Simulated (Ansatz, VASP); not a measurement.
As: VASP beside Ansatz

```
CELL_PARAMETERS angstrom
2.70368 0.00000 0.00000
0.00000 2.70368 0.00000
0.00000 0.00000 2.70368
ATOMIC_POSITIONS crystal
As 0.50000 0.50000 0.50000
```

This isn't the form of As at room conditions, which is rhombohedral.

Alike in both runs: task single point; functional RPBE; k mesh 10 × 10 × 10; occupations gaussian, width 0.05 eV; no spin polarisation.

```csv
,VASP,Ansatz
version,VASP 6.6.1,Ansatz 0.2.0
potentials or method,"VASP PAW PBE potentials, release 64 (As)",Ansatz PAW
plane-wave cutoff (eV),520,420
valence electrons in the cell,5,15
```

Ansatz gave:

| Property | Result |
| --- | --- |
| gap on the k mesh at the Fermi level (eV) | none |
| pressure (GPa) | 3.9 |

Q: Which values does VASP return?

A: gap on the k mesh at the Fermi level (eV): none; pressure (GPa): 4.0.

A gap of «none» marks a metal or a gap that the smearing closes. The two sets of potentials don't hold the same shells in valence.

Caveats: the PAW data sets were made with another functional, which shifts forces and pressure a little (VASP); the PAW data sets come from PBE, with cores solved anew for the run's functional, which leaves a small shift of forces and pressure (Ansatz).
